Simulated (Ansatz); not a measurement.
The system is Pd.

```
Pd
1.0
     2.78367    0.00000    0.00000
    -1.39183    2.41072    0.00000
     0.00000    0.00000    4.62889
Pd
2
Direct
  0.33333 0.66667 0.25000
  0.66667 0.33333 0.75000
```

This isn't the form of Pd at room conditions, which is fcc.

Base run:

```yaml
Program: Ansatz 0.2.0
Functional: PBE
Potentials_or_basis: Ansatz PAW
Cutoff: "420 eV (not typed: the program's choice for these potentials)"
k_mesh: 8 × 8 × 5
Occupations: fermi-dirac, width 0.05 eV
Spin: spin-orbit coupling, no magnetisation
```

Its results: band gap on the k mesh none (metal or under the smearing width); pressure -1.2 GPa.

**Question.** After a change of settings the same cell gave: band gap on the k mesh none (metal or under the smearing width); pressure -5.6 GPa. Which change was it?
A. k mesh from 8 × 8 × 5 to 11 × 11 × 6; spin from spin-orbit coupling, no magnetisation to no spin polarisation; potential files from those of the base run to others of the same set
B. functional from PBE to r2SCAN; cutoff from 420 eV (not typed: the program's choice for these potentials) to 500 eV (not typed: the program's choice for these potentials)
C. functional from PBE to PBEsol

**Answer.** B.

Caveats: the PAW data sets come from PBE, with cores solved anew for the run's functional, which leaves a small shift of forces and pressure (some runs).
